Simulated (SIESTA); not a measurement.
# C (Fd-3m) in SIESTA: notebook, part 2 of 2

SIESTA 5.4.2. Earlier steps stand in the parts before.

## (4) Band structure, vdW-DF-cx

Input file run.py:

```python
from ase import Atoms
from ase.calculators.siesta import Siesta
from ase.units import Ry, GPa

atoms = Atoms(
    ['C', 'C'],
    cell=[
        [0.0, 1.78337, 1.78337],
        [1.78337, 0.0, 1.78337],
        [1.78337, 1.78337, 0.0],
    ],
    scaled_positions=[
        [0.75, 0.75, 0.75],
        [0.5, 0.5, 0.5],
    ],
    pbc=True,
)

fdf = {
    'SCFMustConverge': False,
    'OccupationFunction': 'FD',
    'ElectronicTemperature': '0.05 eV',
    'MaxSCFIterations': '120',
    'SCF.Mixer.Method': 'Pulay',
    'SCF.Mixer.Weight': '0.25',
    'SCF.Mixer.History': '8',
    'SCF.DM.Tolerance': '5.0e-05',
    'SCF.H.Tolerance': '1.0e-03 eV',
    'WriteForces': 'true',
    'Charge.Mulliken': 'end',
    'BandLinesScale': 'ReciprocalLatticeVectors',
    'BandLines': ['  1    0.000000   0.000000   0.000000  \\Gamma', ' 12    0.500000   0.000000   0.500000  X', '  6    0.500000   0.250000   0.750000  W', '  4    0.375000   0.375000   0.750000  K', ' 13    0.000000   0.000000   0.000000  \\Gamma', ' 11    0.500000   0.500000   0.500000  L', '  8    0.625000   0.250000   0.625000  U', '  4    0.500000   0.250000   0.750000  W', '  9    0.500000   0.500000   0.500000  L', '  8    0.375000   0.375000   0.750000  K', '  1    0.625000   0.250000   0.625000  U', '  4    0.500000   0.000000   0.500000  X'],
}
calc = Siesta(
    label="C",
    command="siesta < PREFIX.fdf > PREFIX.out",
    pseudo_path="pseudos",
    pseudo_qualifier="",
    xc=('VDW', 'BH'),
    basis_set="DZP",
    mesh_cutoff=500 * Ry,
    energy_shift=0.002 * Ry,
    kpts=[13, 13, 13],
    spin="non-polarized",
    fdf_arguments=fdf,
)
atoms.calc = calc

print(f"energy = {atoms.get_potential_energy():.6f} eV")
free = atoms.get_potential_energy(force_consistent=True)
print(f"free energy = {free:.6f} eV")
print("forces (eV/A):")
print(atoms.get_forces(apply_constraint=False).round(6))
print("stress (GPa, Voigt order, tension positive):", (atoms.get_stress() / GPa).round(4))
```

Potentials or basis: PseudoDojo 0.4 standard (PBE files), DZP (energy shift 0.002 Ry).

Started as:

```bash
python run.py
```

Run time: 70 s. Hardware: 1 thread of Arm Neoverse V1, shared host; peak memory 0.24 GiB.

Results (log left out):

```
Free energy             : -327.3821 eV
Pressure                : 7.9 GPa
Band gap on the k mesh  : 4.23 eV, indirect (least direct gap 5.66 eV)
Band gap along the path : 4.22 eV, indirect (least direct gap 5.66 eV)
```

Levels at the corners of the path, in eV from the valence-band top:
```csv
point,band 2,band 3,band 4,band 5,band 6,band 7
Γ,0.00,0.00,0.00,5.66,5.66,5.66
X,-12.78,-6.32,-6.32,4.85,4.85,16.87
W,-11.97,-8.35,-8.35,10.71,10.71,12.63
K,-11.74,-9.33,-5.38,5.82,10.96,14.46
Γ,0.00,0.00,0.00,5.66,5.66,5.66
L,-13.41,-2.82,-2.82,8.57,8.57,9.08
U,-11.74,-9.33,-5.38,5.82,10.96,14.46
W,-11.97,-8.35,-8.35,10.71,10.71,12.63
L,-13.41,-2.82,-2.82,8.57,8.57,9.08
K,-11.74,-9.33,-5.38,5.82,10.96,14.46
U,-11.74,-9.33,-5.38,5.82,10.96,14.46
X,-12.78,-6.32,-6.32,4.85,4.85,16.87
```

Caveat: the potentials were made for another functional, which shifts forces and pressure; the basis of atomic orbitals isn't converged, which shifts pressures, moduli and gaps.

## (5) Equation of state, PBE

Input file run.py:

```python
from ase import Atoms
from ase.calculators.siesta import Siesta
from ase.units import Ry, GPa
from ase.eos import EquationOfState

atoms = Atoms(
    ['C', 'C'],
    cell=[
        [0.0, 1.78337, 1.78337],
        [1.78337, 0.0, 1.78337],
        [1.78337, 1.78337, 0.0],
    ],
    scaled_positions=[
        [0.75, 0.75, 0.75],
        [0.5, 0.5, 0.5],
    ],
    pbc=True,
)

fdf = {
    'SCFMustConverge': False,
    'OccupationFunction': 'FD',
    'ElectronicTemperature': '0.05 eV',
    'MaxSCFIterations': '120',
    'SCF.Mixer.Method': 'Pulay',
    'SCF.Mixer.Weight': '0.25',
    'SCF.Mixer.History': '8',
    'SCF.DM.Tolerance': '5.0e-05',
    'SCF.H.Tolerance': '1.0e-03 eV',
    'WriteForces': 'true',
    'Charge.Mulliken': 'end',
}
calc = Siesta(
    label="C",
    command="siesta < PREFIX.fdf > PREFIX.out",
    pseudo_path="pseudos",
    pseudo_qualifier="",
    xc=('GGA', 'PBE'),
    basis_set="DZP",
    mesh_cutoff=500 * Ry,
    energy_shift=0.002 * Ry,
    kpts=[13, 13, 13],
    spin="non-polarized",
    fdf_arguments=fdf,
)
atoms.calc = calc

cell0 = atoms.cell.copy()
volumes, energies = [], []
for x in [0.94, 0.96, 0.98, 1.0, 1.02, 1.04, 1.06]:
    atoms.set_cell(cell0 * x ** (1 / 3), scale_atoms=True)
    volumes.append(atoms.get_volume() / len(atoms))
    energies.append(atoms.get_potential_energy(force_consistent=True) / len(atoms))
    print(f"V = {volumes[-1]:.5f} A^3/atom   F = {energies[-1]:.6f} eV/atom", flush=True)
v0, e0, b0 = EquationOfState(volumes, energies, eos="birchmurnaghan").fit()
print(f"v0 = {v0:.4f} A^3/atom, e0 = {e0:.5f} eV/atom, B0 = {b0 / GPa:.1f} GPa")
```

Potentials or basis: SG15 1.2 (PBE files) or PseudoDojo by element, DZP (energy shift 0.002 Ry).

Started as:

```bash
python run.py
```

Run time: 5.2 min. Hardware: 1 thread of Arm Neoverse V1, shared host; peak memory 0.19 GiB.

The run converged. Its results:

```yaml
Equilibrium_volume: 5.77 Å³/atom
Bulk_modulus: 428 GPa
Pressure_derivative_of_the_bulk_modulus: 3.3
```

Energy against volume, from the lowest point:
| volume (Å³/atom) | energy (meV/atom) |
| --- | --- |
| 5.332 | 50.13 |
| 5.445 | 26.81 |
| 5.558 | 11.00 |
| 5.672 | 2.32 |
| 5.785 | 0.00 |
| 5.899 | 3.56 |
| 6.012 | 12.59 |

Caveat: the basis of atomic orbitals isn't converged, which shifts pressures, moduli and gaps.

## (6) Summary

| task | level | potentials or basis | gap on the mesh (eV) | pressure (GPa) |
| --- | --- | --- | --- | --- |
| band structure | PBE | PseudoDojo 0.4 standard (PBE files), TZP (energy shift 0.002 Ry) | 4.27 | 5.3 |
| band structure | PBE | PseudoDojo 0.4 standard (PBE files), SZ (energy shift 0.002 Ry) | 6.09 | 23.4 |
| band structure | vdW-DF-cx | PseudoDojo 0.4 standard (PBE files), DZP (energy shift 0.002 Ry) | 4.23 | 7.9 |
| equation of state | PBE | SG15 1.2 (PBE files) or PseudoDojo by element, DZP (energy shift 0.002 Ry) | - | - |

Alike in all rows: no spin polarisation; cell as given; k mesh 13 × 13 × 13; smearing fermi-dirac 0.05 eV; grid cutoff 500 Ry; energy shift 0.002 Ry.

Caveats: the basis of atomic orbitals isn't converged, which shifts pressures, moduli and gaps; the basis has no polarisation orbitals (some runs); so large a pressure means that the cell lies far from this level's equilibrium, or that cutoff or potentials fall short (some runs); the potentials were made for another functional, which shifts forces and pressure (some runs).

Total energies depend on the potentials used, so only differences within one code and one set of settings carry meaning.

## (7) Comparison with measurements

Step 5. A measured bulk modulus of C is 442 GPa (quoted in “Equation of state of cubic boron nitride at high pressures and temperatures”, 2007, arxiv:cond-mat/0702656); the calculated 428 GPa misses it by -3.1 %. 3 values of this kind are on record (442 to 444.8 GPa); this one was drawn at random among those near their median, those with a stated uncertainty first. The fit is for a static lattice scaled at fixed shape and fixed fractional positions.
